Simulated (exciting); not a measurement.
Something may be wrong with this exciting (release sodium) calculation of Au.

The input input.xml:

```xml
<input>
  <title>Au</title>
  <structure speciespath="./" tshift="false">
    <crystal scale="1">
      <basevect>-3.214507285938 3.166192658110 3.112186175194</basevect>
      <basevect>3.177232438130 -3.232864085513 3.141580865062</basevect>
      <basevect>3.089311040455 3.107667840030 -3.178855712871</basevect>
    </crystal>
    <species speciesfile="Au.xml" rmt="2.3">
      <atom coord="-0.016871000000 0.004419000000 -0.015743000000"/>
    </species>
  </structure>
  <groundstate do="fromscratch" ngridk="11 11 0" rgkmax="9" gmaxvr="14" lmaxapw="10" lmaxmat="10" lmaxvr="8" xctype="GGA_PBE_SOL" stype="Fermi Dirac" swidth="0.00036749" nempty="12" ValenceRelativity="iora*" epsengy="1e-05" epspot="1e-05" maxscl="60" tforce="true" outputlevel="normal" vdWcorrection="TSvdW"/>
  <properties>
    <TSvdW/>
  </properties>
</input>
```

Potentials or basis: all-electron LAPW+lo, shipped species files, valence relativity iora*.

The run is started by

```sh
$ OMP_NUM_THREADS=1 exciting_smp
```

Output:

```text
Error(checkinput): components in <dir>/@ngridk < 1 :         11        11         0
specifiy either <dir>/@ngridk or <dir>/@autokpt or <dir>/@nktot
```

Task: Diagnose the run.

Result: The program refused the input. The input holds a flaw that was put in on purpose: zero in the k mesh (ngridk = [11, 11, 0]).
